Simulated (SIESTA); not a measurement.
# SiC (Moissanite) under changes of volume

One of the cells (10.341 Å³/atom); the others are scaled copies at fixed shape and fractional positions:

```
Si C
1.0
     3.07600    0.00000    0.00000
    -1.53800    2.66389    0.00000
     0.00000    0.00000    5.04800
Si C
2 2
Direct
  0.66667 0.33333 0.50000
  0.33333 0.66667 0.00000
  0.66667 0.33333 0.88500
  0.33333 0.66667 0.38500
```

| Property | Result |
| --- | --- |
| Program | SIESTA 5.4.2 |
| Functional | BLYP |
| Potentials or basis | PseudoDojo 0.4 standard (PBE files) |
| Basis | DZP (energy shift 0.003 Ry) |
| Grid cutoff | 500 Ry |
| Energy shift | 0.003 Ry |
| k mesh | 10 × 10 × 5 |
| Occupations | fermi-dirac, width 0.05 eV |
| Spin | no spin polarisation |

| volume (Å³/atom) | energy over the lowest point (meV/atom) | pressure (GPa) | gap on the mesh (eV) | largest force (eV/Å) |
| --- | --- | --- | --- | --- |
| 9.721 | 108.57 | 30.4 | 2.68 | 0.951 |
| 9.927 | 73.42 | 24.1 | 2.71 | 0.916 |
| 10.134 | ? | ? | ? | ? |
| 10.341 | 25.60 | 13.3 | 2.76 | 0.844 |
| 10.548 | 11.46 | 8.7 | 2.75 | 0.812 |
| 10.755 | 3.10 | 4.4 | 2.71 | 0.781 |
| 10.961 | 0.00 | 0.5 | 2.67 | 0.754 |

Q: What does the run at 10.134 Å³/atom give?

A: Energy over the lowest point 46.02 meV/atom; pressure 18.4 GPa; gap on the mesh 2.73 eV; largest force 0.879 eV/Å.

Worked out: A Birch-Murnaghan fit of order 3 (a polynomial in V^(-2/3)) to the other rows has its minimum at 10.99 Å³/atom, just outside them, with B0 = V·E''(V) = 189 GPa and B' = 4.4 at fixed shape and positions, which overstates the stiffness. It gives 45.98 meV/atom at 10.134 Å³/atom, against the run's 46.02, and -dE/dV = 18.4 GPa, against 18.4. A parabola through the other rows of the gap, of slope 0.827 eV per unit of ln V there, gives 2.75 eV, against the run's 2.73.

Energies are extrapolated to zero smearing.

Caveats: the potentials were made for another functional, which shifts forces and pressure; an odd mesh through Γ misses points on the zone boundary, where band edges often lie; the basis of atomic orbitals isn't converged, which shifts pressures, moduli and gaps.
